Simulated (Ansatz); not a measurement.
# MnSb: the cost of one run

Method: DFT PBE+U, scalar-relativistic, plane waves, PAW, in Ansatz 0.2.0.

**1. The system as given**

Symmetry: P6_3/mmc, No. 194, hexagonal system. The conventional cell has a = 4.150 Å, b = 4.150 Å, c = 5.780 Å, α = 90.00°, β = 90.00°, γ = 120.00°. Mn (site symmetry -3m) has 6 Sb at 2.80 Å and 2 Mn at 2.89 Å as nearest neighbours. Sb (site symmetry -6m2) has 6 Mn at 2.80 Å as nearest neighbours.

Coordinates:

```cif
data_structure
_symmetry_space_group_name_H-M 'P 1'
_symmetry_Int_Tables_number 1
_cell_length_a 4.1500
_cell_length_b 4.1500
_cell_length_c 5.7800
_cell_angle_alpha 90.000
_cell_angle_beta 90.000
_cell_angle_gamma 120.000
_cell_volume 86.21
loop_
_atom_site_label
_atom_site_type_symbol
_atom_site_fract_x
_atom_site_fract_y
_atom_site_fract_z
_atom_site_occupancy
Mn1 Mn 0.00000 0.00000 0.00000 1
Mn2 Mn 0.00000 0.00000 0.50000 1
Sb1 Sb 0.33333 0.66667 0.25000 1
Sb2 Sb 0.66667 0.33333 0.75000 1
```

**2. Af**

Input file input.yaml:

```yaml
crystal:
  lattice:
    - [4.15, 0.0, 0.0]
    - [-2.075, 3.5940054257, 0.0]
    - [0.0, 0.0, 5.78]
  atoms:
    - { symbol: Mn, position: [0.0, 0.0, 0.0], spin: 3.5 }
    - { symbol: Mn, position: [0.0, 0.0, 0.5], spin: -3.5 }
    - { symbol: Sb, position: [0.3333333333, 0.6666666667, 0.25] }
    - { symbol: Sb, position: [0.6666666667, 0.3333333333, 0.75] }
magnetization:
  spin_polarized: true
scf:
  occupations: { method: gaussian, width: 0.05 }
output:
  forces: true
  stress: true
  populations: true
hamiltonian:
  hubbard: { sites: [{ species: Mn, l: d, u_eff: 4.0 }] }
  xc: pbe
kpoints:
  mp_grid: { grid: [14, 14, 8] }
```

Command:

```bash
> ansatz run input.yaml --threads 4 --pin off --max-ram 8192MiB --backend cpu --events-out ev --progress --plain --runs-dir out
```

What time and memory should one allow on 4 threads of Arm Neoverse V2, shared host?

About 27 s, with a peak of 1.4 GiB.
